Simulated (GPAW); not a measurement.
Crystal: Li.

```
Li
1.0
    -1.75465    1.75465    1.75465
     1.75465   -1.75465    1.75465
     1.75465    1.75465   -1.75465
Li
1
Direct
  0.00000 0.00000 0.00000
```

* Program: GPAW 26.7.0
* Task: relaxation of cell and atoms
* Functional: PBEsol
* Dispersion: D3(BJ)
* Potentials or basis: PAW data sets generated in the run's folder for this functional
* Cutoff: 800 eV
* Basis: pw
* k mesh: 11 × 11 × 11
* Occupations: fermi-dirac, width 0.05 eV
* Spin: no spin polarisation

At the start: pressure -1.9 GPa; volume 21.61 Å³/atom.

How do energy, volume and symmetry change on relaxing?

Over 3 steps the energy falls by 20.0 meV/atom and the volume is 18.18 Å³/atom (-15.9 %); space group Im-3m (No. 229, to 0.05 Å).

Step by step:
```
step  energy change (eV)  largest force (eV/Å)  pressure (GPa)  volume (Å³)
   1              0.0000                0.0000           -1.87        21.61
   2             -0.0026                0.0000           -1.77        21.38
   3             -0.0200                0.0000            0.28        18.18
```

Final structure:
```xyz
1
Lattice="-1.6565 1.6565 1.6565 1.6565 -1.6565 1.6565 1.6565 1.6565 -1.6565" Properties=species:S:1:pos:R:3 pbc="T T T"
Li    0.0000    0.0000    0.0000
```

The cell as given is a measured one (21.61 Å³/atom); PBEsol+D3(BJ) puts the equilibrium volume -15.9 % from it, thermal expansion not counted.

Caveat: later steps reuse the first step's grids; the volume moved by over 15 % at a fixed basis, so the end points are rough; the volume moved by -16 % from the deposited cell, more than functionals usually miss; pairwise dispersion overbinds metals, which lowers pressure and volume.
